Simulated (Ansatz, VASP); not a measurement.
Ti in VASP and in Ansatz

The input INCAR:

```
  PREC = Accurate
  ENCUT = 520
  EDIFF = 1E-6
  ISMEAR = 0
  SIGMA = 0.1
  LREAL = False
  LASPH = True
  NELM = 100
  ALGO = Normal
  ISIF = 2
  LWAVE = False
  LCHARG = False
  GGA = PE
  NBANDS = 19
```

File KPOINTS:

```
Automatic mesh
0
Gamma
  9 9 4
```

The input POSCAR:

```
Ti
1.0
    2.9357319200      0.0000000000      0.0000000000
   -1.4678659600      2.5424184200      0.0000000000
    0.0000000000      0.0000000000      4.6408561500
Ti
2
Direct
    0.3333333300      0.6666666700      0.2500000000
    0.6666666700      0.3333333300      0.7500000000
```

Input for Ansatz:

```yaml
crystal:
  lattice:
    - [2.93573192, 0.0, 0.0]
    - [-1.46786596, 2.54241842, 0.0]
    - [0.0, 0.0, 4.64085615]
  atoms:
    - { symbol: Ti, position: [0.33333333, 0.66666667, 0.25] }
    - { symbol: Ti, position: [0.66666667, 0.33333333, 0.75] }
basis:
  ecutwfc: 420
kpoints:
  mp_grid: { grid: [9, 9, 4] }
hamiltonian:
  xc: pbe
  pseudopotentials: { kind: paw, azcp: { folder: soft_1 } }
scf:
  occupations: { method: gaussian, width: 0.1 }
output:
  forces: true
  stress: true
  eigenvalues: true
```

Alike in both runs: task single point; functional PBE; k mesh 9 × 9 × 4; occupations gaussian, width 0.1 eV; no spin polarisation.

```csv
,VASP,Ansatz
version,VASP 6.6.1,Ansatz 0.2.0
potentials or method,"VASP PAW PBE potentials, release 64 (Ti_sv)","scalar-relativistic, plane waves, PAW"
plane-wave cutoff (eV),520,420
valence electrons in the cell,24,24
```

```csv
,VASP,Ansatz,Ansatz less VASP
gap on the k mesh at the Fermi level (eV),none,none,-
pressure (GPa),0.1,0.3,+0.21
largest component of the traceless stress (GPa),0.49,0.49,+0.001
```

A gap of «none» marks a metal or a gap that the smearing closes.
